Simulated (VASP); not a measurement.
# B (R-3m) in VASP: a series of runs

Runs on B. Level: PBE. Tasks: single point.

All numbers are computed with VASP 6.6.1; they aren't measurements. Logs are shortened: lines on timing, memory, paths and dates and some standing lists are left out, and cuts for length are marked.

## (1) The structure

Symmetry: R-3m, No. 166, trigonal system. Conventional cell: a = 2.850 Å, b = 2.850 Å, c = 12.474 Å, α = 90.00°, β = 90.00°, γ = 120.00°. B (site symmetry 3m) has 5 B at 1.65 to 1.86 Å as nearest neighbours. B (site symmetry 3m) has 7 B at 1.65 to 1.86 Å as nearest neighbours.

The cell was built by a generator and needn't be a form met in nature.

## (2) Single point, PBE

The input, INCAR:

```
PREC = Accurate
ENCUT = 520
EDIFF = 1E-7
ISMEAR = 0
SIGMA = 0.1
LREAL = F
LASPH = T
NELM = 100
ALGO = Fast
ISIF = 2
LWAVE = F
LCHARG = T
GGA = PE
LELF = T
LVHAR = T
NBANDS = 14
```

The input, KPOINTS:

```
Automatic mesh
0
Gamma
  9 9 9
```

The input, POSCAR:

```
B
1.0
    1.4250032760      0.8227260250      4.1581244985
   -1.4250032760      0.8227260250      4.1581244985
    0.0000000000     -1.6454520500      4.1581244985
B
4
Direct
    0.0663695090      0.0663695090      0.0663695090
    0.9336304910      0.9336304910      0.9336304910
    0.1982606094      0.1982606094      0.1982606094
    0.8017393906      0.8017393906      0.8017393906
```

Potentials or basis: VASP PAW PBE potentials, release 64 (B).

Launch:

```console
cat potpaw_PBE.64/B/POTCAR > POTCAR
mpirun -np 1 vasp_std > vasp.out
```

OUTCAR:

```text
PREC = Accurate
   ENCUT = 520
   EDIFF = 1E-7
   ISMEAR = 0
   LREAL = F
   LASPH = T
   NELM = 100
   ISIF = 2
   GGA = PE

 ion  position               nearest neighbor table
   1  0.066  0.066  0.066-   3 1.65   2 1.66   4 1.86   4 1.86   4 1.86
   2  0.934  0.934  0.934-   4 1.65   1 1.66   3 1.86   3 1.86   3 1.86
   3  0.198  0.198  0.198-   1 1.65   4 1.82   4 1.82   4 1.82   2 1.86   2 1.86   2 1.86
   4  0.802  0.802  0.802-   2 1.65   3 1.82   3 1.82   3 1.82   1 1.86   1 1.86   1 1.86

  LATTYP: Found a trigonal (rhomboedric) cell.
 ALAT       =     4.4718577564
 COS(alpha) =     0.7969113000

  Lattice vectors:

 A1 = (   1.4250032760,   0.8227260250,   4.1581244985)
 A2 = (  -1.4250032760,   0.8227260250,   4.1581244985)
 A3 = (   0.0000000000,  -1.6454520500,   4.1581244985)

Analysis of symmetry for initial positions (statically):
=====================================================================
 Subroutine PRICEL returns:
 Original cell was already a primitive cell.

 Routine SETGRP: Setting up the symmetry group for a
 trigonal (rhombohedral) supercell.

 Subroutine GETGRP returns: Found 12 space group operations
 (whereof 12 operations were pure point group operations)
 out of a pool of 12 trial point group operations.

The static configuration has the point symmetry D_3d.

Analysis of symmetry for dynamics (positions and initial velocities):
=====================================================================
 Subroutine PRICEL returns:
 Original cell was already a primitive cell.

 Routine SETGRP: Setting up the symmetry group for a
 trigonal (rhombohedral) supercell.

 Subroutine GETGRP returns: Found 12 space group operations
 (whereof 12 operations were pure point group operations)
 out of a pool of 12 trial point group operations.

The dynamic configuration has the point symmetry D_3d.

 Subroutine INISYM returns: Found 12 space group operations
 (whereof 12 operations are pure point group operations),
 and found     1 'primitive' translations

----------------------------------------------------------------------------------------

                                     Primitive cell

  volume of cell :      29.2496

  direct lattice vectors                    reciprocal lattice vectors
     1.425003276  0.822726025  4.158124499     0.350876386  0.202578576  0.080164347
    -1.425003276  0.822726025  4.158124499    -0.350876386  0.202578576  0.080164347
     0.000000000 -1.645452050  4.158124499     0.000000000 -0.405157152  0.080164347

  length of vectors
     4.471857756  4.471857756  4.471857756     0.413011671  0.413011671  0.413011671

  position of ions in fractional coordinates (direct lattice)
     0.066369509  0.066369509  0.066369509
     0.933630491  0.933630491  0.933630491
     0.198260609  0.198260609  0.198260609
     0.801739391  0.801739391  0.801739391

  ion indices of the primitive-cell ions
   primitive index   ion index
                 1           1
                 2           2
                 3           3
                 4           4

----------------------------------------------------------------------------------------

 KPOINTS: Automatic mesh

Automatic generation of k-mesh.
 Grid dimensions read from file:
 generate k-points for:    9    9    9

 Generating k-lattice:

  Cartesian coordinates                     Fractional coordinates (reciprocal lattice)
     0.038986265  0.022508731  0.008907150     0.111111111 -0.000000000  0.000000000
    -0.038986265  0.022508731  0.008907150    -0.000000000  0.111111111  0.000000000
     0.000000000 -0.045017461  0.008907150     0.000000000  0.000000000  0.111111111

  Length of vectors
     0.045890186  0.045890186  0.045890186

  Shift w.r.t. Gamma in fractional coordinates (k-lattice)
     0.000000000  0.000000000  0.000000000

 Subroutine IBZKPT returns following result:
 ===========================================

 Found     85 irreducible k-points:

 Following reciprocal coordinates:
            Coordinates               Weight
  0.000000  0.000000  0.000000      1.000000
  0.111111  0.000000  0.000000      6.000000
  0.222222  0.000000  0.000000      6.000000
  0.333333  0.000000  0.000000      6.000000
  0.444444  0.000000  0.000000      6.000000
  0.111111  0.111111  0.000000      6.000000
[... 16 lines left out ...]
 -0.333333  0.333333  0.000000      6.000000
  0.444444  0.444444  0.000000      6.000000
 [... further k-points ...]
   k-points           NKPTS =     85   k-points in BZ     NKDIM =     85   number of bands    NBANDS=     14
   number of dos      NEDOS =    301   number of ions     NIONS =      4
   total plane-waves  NPLWV =  46656
   dimension x,y,z NGX =    36 NGY =   36 NGZ =   36
   dimension x,y,z NGXF=    72 NGYF=   72 NGZF=   72
   ions per type =               4
   NGX,Y,Z   is equivalent  to a cutoff of  13.38, 13.38, 13.38 a.u.
   NGXF,Y,Z  is equivalent  to a cutoff of  26.77, 26.77, 26.77 a.u.
 SYSTEM =  unknown system
   PREC   = accura    normal or accurate (medium, high low for compatibility)
   ISTART =      0    job   : 0-new  1-cont  2-samecut
   ICHARG =      2    charge: 1-file 2-atom 10-const
   ISPIN  =      1    spin polarized calculation?
   LNONCOLLINEAR =      F non collinear calculations
   LSORBIT =      F    spin-orbit coupling
   LASPH  =      T    aspherical Exc in radial PAW
   ENCUT  =  520.0 eV  38.22 Ry    6.18 a.u.   8.31  8.31  8.31*2*pi/ulx,y,z
   NELM   =    100;   NELMIN=  2; NELMDL= -5     # of ELM steps
   EDIFF  = 0.1E-06   stopping-criterion for ELM
   LREAL  =      F    real-space projection
   EDIFFG = 0.1E-05   stopping-criterion for IOM
   NSW    =      0    number of steps for IOM
   IBRION =     -1    ionic relax: 0-MD 1-quasi-New 2-CG
   NFREE  =      0    steps in history (QN), initial steepest desc. (CG)
   ISIF   =      2    stress and relaxation
   ISYM   =      2    0-nonsym 1-usesym 2-fastsym
   POTIM  = 0.5000    time-step for ionic-motion
   TEBEG  =    0.0;   TEEND  =   0.0 temperature during run
   PSTRESS=    0.0 pullay stress
   NELECT =      12.0000    total number of electrons
   NUPDOWN=      -1.0000    fix difference up-down
   EMIN   =  10.00;   EMAX   =-10.00  energy-range for DOS
   EFERMI =   0.00;   METHOD = LEGACY
   ISMEAR =     0;   SIGMA  =   0.10  broadening in eV -4-tet -1-fermi 0-gaus
   EFERMI_NEDOS =   21; number of points for ismear=-14 and -15
   IALGO  =     68    algorithm
   IMIX   =      4    mixing-type and parameters
     AMIX     =   0.40;   BMIX     =  1.00
     AMIX_MAG =   1.60;   BMIX_MAG =  1.00
  volume/ion in A,a.u.               =       7.31        49.35
  Fermi-wavevector in a.u.,A,eV,Ry     =   1.216453  2.298763 20.133325  1.479758
  Thomas-Fermi vector in A             =   2.351806
   LORBIT       =      0    0 simple, 1 ext, 2 COOP (PROOUT), +10 PAW based schemes
   GGA     = PE    functional components
   LHFCALC =     F    Hartree Fock is set to
   AEXX    =    0.0000 exact exchange contribution
   IVDW    =     0    specifies the selected vdW correction
   LEPSILON=     F    determine dielectric tensor
   LRPA    =     F    only Hartree local field effects (RPA)
 non-spin polarized calculation
 RMM-DIIS sequential band-by-band and
 Gauss-broadening in eV      SIGMA  =   0.10
  energy-cutoff  :      520.00
  volume of cell :       29.25
 maximum number of plane-waves:       797
 NGX is ok and might be reduce to    36

 number of electron      12.0000000 magnetization

 Free energy of the ion-electron system (eV)
  ---------------------------------------------------
  ext. energy  EPLUGINS =         0.00000000
  ---------------------------------------------------
  free energy    TOTEN  =       -26.11581838 eV

  energy without entropy =      -26.11443848  energy(sigma->0) =      -26.11512843

 E-fermi :   6.1993     XC(G=0): -11.6303

 val. band max:        6.0860686226   @ k =  -0.2222   0.4444   0.2222
 cond. band min:       6.2671045841   @ k =   0.4444   0.1111   0.0000
 fundamental gap:      0.1810359616
 Fermi energy:         6.1992534713

 k-point     1 :       0.0000    0.0000    0.0000
  band No.  band energies     occupation
      1      -9.9191      2.00000
      2      -2.7689      2.00000
      3      -2.0441      2.00000
      4       5.3354      2.00000
      5       5.3354      2.00000
      6       9.3743      0.00000
      7       9.3743      0.00000
      8      12.2436      0.00000
      9      12.3146      0.00000
     10      12.7433      0.00000
     11      12.7433      0.00000
     12      17.0288      0.00000
     13      17.0288      0.00000
     14      19.4031      0.00000

 k-point     2 :       0.1111    0.0000    0.0000
  band No.  band energies     occupation
      1      -9.6820      2.00000
      2      -2.7628      2.00000
      3      -1.6426      2.00000
      4       4.0314      2.00000
      5       4.8062      2.00000
      6       8.1099      0.00000
      7       9.0722      0.00000
      8      12.2542      0.00000
      9      13.2367      0.00000
     10      13.5460      0.00000
     11      13.5724      0.00000
     12      16.6427      0.00000
     13      17.4655      0.00000
     14      18.7999      0.00000

 k-point     3 :       0.2222    0.0000    0.0000
  band No.  band energies     occupation
      1      -8.9750      2.00000
      2      -2.5163      2.00000
      3      -0.8135      2.00000
      4       1.6397      2.00000
      5       3.8173      2.00000
      6       5.9450      1.99968
      7       8.2658      0.00000
      8      11.5860      0.00000
      9      13.9079      0.00000
     10      14.9835      0.00000
     11      15.6036      0.00000
     12      15.6450      0.00000
     13      17.9761      0.00000
     14      18.1469      0.00000

 k-point     4 :       0.3333    0.0000    0.0000
  band No.  band energies     occupation
      1      -7.8170      2.00000
      2      -2.2798      2.00000
      3      -1.0757      2.00000
      4       0.8396      2.00000
      5       2.9907      2.00000
      6       3.9074      2.00000
      7       7.4781      0.00000
      8      11.0021      0.00000
      9      12.1308      0.00000
     10      13.5611      0.00000
     11      17.3202      0.00000
     12      18.0044      0.00000
     13      18.6454      0.00000
     14      19.4949      0.00000

 k-point     5 :       0.4444    0.0000    0.0000
  band No.  band energies     occupation
      1      -6.3082      2.00000
      2      -3.9461      2.00000
      3      -0.5982      2.00000
      4       1.0203      2.00000
      5       2.5452      2.00000
      6       2.9008      2.00000
      7       7.0304      0.00000
      8      10.2268      0.00000
      9      10.6899      0.00000
     10      13.0899      0.00000
     11      18.5173      0.00000
[... 276 lines left out ...]
 k-point    22 :      -0.4444    0.3333   -0.0000
  band No.  band energies     occupation
      1      -5.4949      2.00000
      2      -3.5774      2.00000
      3      -0.7464      2.00000
      4      -0.4712      2.00000
      5       1.2024      2.00000
      6       3.0828      2.00000
      7       6.4879      0.00004
      8      11.3906      0.00000
      9      13.5255      0.00000
     10      14.6932      0.00000
     11      16.5345      0.00000
     12      17.5413      0.00000
     13      18.6243      0.00000
     14      20.7314      0.00000

 k-point    23 :      -0.3333    0.3333    0.0000
  band No.  band energies     occupation
      1      -4.4318      2.00000
      2      -4.1800      2.00000
      3      -1.7105      2.00000
      4       0.6279      2.00000
      5       1.1883      2.00000
      6       2.5797      2.00000
      7       4.9071      2.00000
      8      11.2904      0.00000
      9      13.7912      0.00000
     10      17.2168      0.00000
     11      17.5994      0.00000
     12      18.2428      0.00000
     13      18.6314      0.00000
     14      19.3137      0.00000

 k-point    24 :       0.4444    0.4444    0.0000
  band No.  band energies     occupation
      1      -6.1116      2.00000
      2      -3.9232      2.00000
      3      -1.1124      2.00000
      4       0.5929      2.00000
      5       1.9816      2.00000
      6       3.1825      2.00000
      7       9.7640      0.00000
      8      10.4553      0.00000
      9      11.9189      0.00000
     10      13.2894      0.00000
     11      14.5961      0.00000
     12      16.3862      0.00000
     13      20.2942      0.00000
     14      21.4548      0.00000

 [... further k-points ...]

------------------------ aborting loop because EDIFF is reached ----------------------------------------

  FORCE on cell =-STRESS in cart. coord.  units (eV):
  Direction    XX          YY          ZZ          XY          YZ          ZX
  --------------------------------------------------------------------------------------
  -------------------------------------------------------------------------------------
  Total        0.0058854      0.0058854      0.0095634      0.0000000      0.0000000      0.0000000
  in kB        0.3223792      0.3223792      0.5238476      0.0000000      0.0000000      0.0000000
  external PRESSURE =       0.3895353 kB  Pullay stress =       0.0000000 kB

 VOLUME and BASIS-vectors are now :
 -----------------------------------------------------------------------------
  energy-cutoff  :      520.00
  volume of cell :       29.25
      direct lattice vectors                 reciprocal lattice vectors
     1.425003276  0.822726025  4.158124499     0.350876386  0.202578576  0.080164347
    -1.425003276  0.822726025  4.158124499    -0.350876386  0.202578576  0.080164347
     0.000000000 -1.645452050  4.158124499     0.000000000 -0.405157152  0.080164347

 POSITION                                       TOTAL-FORCE (eV/Angst)
 -----------------------------------------------------------------------------------
      0.00000      0.00000      0.82792         0.000000      0.000000     -0.020507
      0.00000      0.00000     11.64646         0.000000     -0.000000      0.020507
      0.00000      0.00000      2.47318         0.000000     -0.000000      0.008185
      0.00000      0.00000     10.00120         0.000000      0.000000     -0.008185
 -----------------------------------------------------------------------------------
    total drift:                                0.000000      0.000000      0.000000

  FREE ENERGIE OF THE ION-ELECTRON SYSTEM (eV)
  ---------------------------------------------------
  free  energy   TOTEN  =       -26.1158183781 eV

  energy  without entropy=      -26.1144384775  energy(sigma->0) =      -26.11512843
```

Wall time 30 s (1 thread of Intel Xeon 6975P-C (Granite Rapids), shared host); peak memory 0.19 GiB.

Results:

| Quantity | Value |
| --- | --- |
| Free energy | -26.1158 eV |
| Pressure | 0.0 GPa |
| Largest force | 0.021 eV/Å |
| Band gap on the k mesh | none (metal or under the smearing width) |

Forces in eV/Å, atoms in the order of the input:
```
B    0.000  0.000 -0.021
B    0.000  0.000  0.021
B    0.000  0.000  0.008
B    0.000  0.000 -0.008
```

## (3) Single point, PBE

This run uses another cell than the first one: it holds 1 atom, not 4.

The input, INCAR:

```
PREC     = Accurate       # precision mode
ENCUT    = 520            # plane-wave cutoff, eV
EDIFF    = 1E-6           # SCF threshold, eV
ISMEAR   = 0              # smearing method
SIGMA    = 0.1            # smearing width, eV
LREAL    = F              # projectors in reciprocal space
LASPH    = T              # aspherical terms in the spheres
NELM     = 60             # most SCF steps
ALGO     = Normal         # electronic algorithm
ISIF     = 2              # what is computed and relaxed
LWAVE    = F              # write WAVECAR
LCHARG   = F              # write CHGCAR
GGA      = PE             # functional
NBANDS   = 8              # bands
```

The input, KPOINTS:

```
regular mesh
0
Gamma
  8 8 8
```

The input, POSCAR:

```
B
1.0
    1.8896525794      0.0000000000      0.0000000000
    0.0000000000      1.8896525794      0.0000000000
    0.0000000000      0.0000000000      1.8897274111
B
1
Direct
    0.0000000000      0.0000000000      0.0000000000
```

Potentials or basis: VASP PAW PBE potentials, release 64 (B).

Launch:

```console
cat potpaw_PBE.64/B/POTCAR > POTCAR
mpirun -np 1 vasp_std > vasp.out
```

Run time: 2.8 s. Hardware: 1 thread of Intel Xeon 6975P-C (Granite Rapids), shared host; peak memory 0.09 GiB.

Results (log left out):

| Property | Result |
| --- | --- |
| Free energy | -5.5990 eV |
| Pressure | -0.2 GPa |
| Band gap on the k mesh | none (metal or under the smearing width) |

Levels at points of the mesh, in eV from the Fermi level:
```
           k point  band 1  band 2  band 3  band 4  band 5  band 6
(0.00, 0.00, 0.00)  -15.36   13.87   13.87   13.87   24.30   24.31
(0.50, 0.00, 0.00)   -7.83   -5.86   17.71   17.71   30.18   31.56
(0.50, 0.50, 0.00)   -1.59   -1.59    4.57    8.52   20.84   40.48
(0.00, 0.00, 0.50)   -7.83   -5.86   17.71   17.71   30.18   31.56
(0.50, 0.00, 0.50)   -1.59   -1.59    4.57    8.51   20.84   40.48
(0.50, 0.50, 0.50)    3.74    3.74    3.74   16.89   16.89   16.89
```

Caveat: the k mesh is coarse (spacing up to 0.42 Å⁻¹), so the values aren't converged.
